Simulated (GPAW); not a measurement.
Runs of GPAW 26.7.0 on Ti. The structure is cubic, space group Im-3m (No. 229). Conventional cell: a = 3.282 Å, b = 3.282 Å, c = 3.282 Å, α = 90.00°, β = 90.00°, γ = 90.00°. Ti (site symmetry m-3m) is surrounded by 8 Ti at 2.84 Å. This isn't the form of Ti at room conditions, which is hcp.

```tsv
task	level	potentials or basis	k mesh	cutoff (eV)	maxiter	convergence	exx fraction	response ecut	kernel	other keys	mesh quality	gap on the mesh (eV)	pressure (GPa)
single point	r2SCAN	GPAW PAW data sets (gpaw-data 1.2.1), pw	9 × 9 × 9	500	120	default	-	-	-	-	not flagged	none	-2.6
hybrid scf	TPSSh	GPAW PAW data sets (gpaw-data 1.2.1), pw	3 × 3 × 3	500	40	-	0.1	-	-	several, not listed	coarse	none	-
energy-loss spectrum	PBE	JTH PAW 2.0, PBE, pw	9 × 9 × 9	450	150	-	-	50 eV	RPA	-	not flagged	none	-
G0W0 quasiparticle levels	LDA	the program's PAW data sets (release 1.2.1) made for this functional, pw	6 × 6 × 6	450	150	-	-	200 eV	-	-	coarse	none	-
single point	PBE	JTH PAW 2.0, PBE, pw	9 × 9 × 9	450	120	default	-	-	-	-	not flagged	none	(a)
single point	LDA	the program's PAW data sets (release 1.2.1) made for this functional, pw	9 × 9 × 9	450	120	default	-	-	-	-	not flagged	none	-11.1
```

Alike in all rows: no spin polarisation; cell as given; smearing fermi-dirac 0.05 eV.

Question: Fill in the values left out.

Answer: (a) -2.5.

Caveats: some runs use coarse meshes; the cutoff is short for stress and forces, so pressures can be off by a GPa or more (some runs); the PAW data sets were made with another functional, which shifts forces and pressure a little (some runs); the program truncates these outside data sets (some runs); exact exchange converges slowly with the k mesh, and this mesh is small (some runs); the scaled meta-GGA exchange is a class typed in the script (some runs); the highest transitions drop out of the frequency grid (some runs); response on these states lacks terms of the Hamiltonian (some runs).

A gap of «none» marks a metal or a gap under the smearing width.
